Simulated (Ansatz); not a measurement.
# GaP (oS24): the cost of one run

Method: DFT PBEsol, scalar-relativistic, plane waves, PAW, in Ansatz 0.2.0.

## Step 1: Starting point

Symmetry: Cmcm, No. 63, orthorhombic system. The conventional cell has a = 4.621 Å, b = 4.927 Å, c = 13.335 Å, α = 90.00°, β = 90.00°, γ = 90.00°. Ga (site symmetry m) has 6 P at 2.33 to 2.56 Å and 2 Ga at 2.61 to 2.64 Å as nearest neighbours. Ga (site symmetry m2m) has 6 P at 2.31 to 2.58 Å and 2 Ga at 2.61 Å as nearest neighbours. Around P (site symmetry m) lie 1 P at 2.17 Å and 6 Ga at 2.33 to 2.58 Å. Around P (site symmetry m2m) lie 6 Ga at 2.31 to 2.58 Å.

As a file:

```
Ga P
1.0
     2.31050   -2.46350    0.00000
     2.31050    2.46350    0.00000
     0.00000    0.00000   13.33500
Ga P
6 6
Direct
  0.89360 0.10640 0.59090
  0.10640 0.89360 0.40910
  0.10640 0.89360 0.09090
  0.89360 0.10640 0.90910
  0.41510 0.58490 0.25000
  0.58490 0.41510 0.75000
  0.61100 0.38900 0.07030
  0.38900 0.61100 0.92970
  0.38900 0.61100 0.57030
  0.61100 0.38900 0.42970
  0.89160 0.10840 0.25000
  0.10840 0.89160 0.75000
```

## Step 2: Cell and atoms relaxed at 24 GPa

The input, input.yaml:

```yaml
crystal:
  lattice:
    - [2.3105, -2.4635, 0.0]
    - [2.3105, 2.4635, 0.0]
    - [0.0, 0.0, 13.335]
  atoms:
    - { symbol: Ga, position: [0.8936, 0.1064, 0.5909] }
    - { symbol: Ga, position: [0.1064, 0.8936, 0.4091] }
    - { symbol: Ga, position: [0.1064, 0.8936, 0.0909] }
    - { symbol: Ga, position: [0.8936, 0.1064, 0.9091] }
    - { symbol: Ga, position: [0.4151, 0.5849, 0.25] }
    - { symbol: Ga, position: [0.5849, 0.4151, 0.75] }
    - { symbol: P, position: [0.611, 0.389, 0.0703] }
    - { symbol: P, position: [0.389, 0.611, 0.9297] }
    - { symbol: P, position: [0.389, 0.611, 0.5703] }
    - { symbol: P, position: [0.611, 0.389, 0.4297] }
    - { symbol: P, position: [0.8916, 0.1084, 0.25] }
    - { symbol: P, position: [0.1084, 0.8916, 0.75] }
scf:
  occupations: { method: gaussian, width: 0.1 }
output:
  forces: true
  stress: true
  eigenvalues: true
  write_density: true
  write_potential: true
  elf: true
  volumetric_format: npy
hamiltonian:
  xc: pbesol
basis:
  ecutwfc: 500
kpoints:
  mp_grid: { grid: [12, 12, 4] }
relax:
  f_tol: 0.005
  max_steps: 60
  cell: { stress_tol: 0.05, p_target: 24 }
```

Command:

```bash
ansatz run input.yaml --threads 4 --pin off --max-ram 10240MiB --backend cpu --events-out ev --progress --plain --runs-dir out
```

**Question.** How long does this run take on 4 threads of Intel Xeon at 2.50GHz (Skylake/Cascade Lake), shared host, and how much memory does it need?

About 11 min, with a peak of 1.5 GiB.
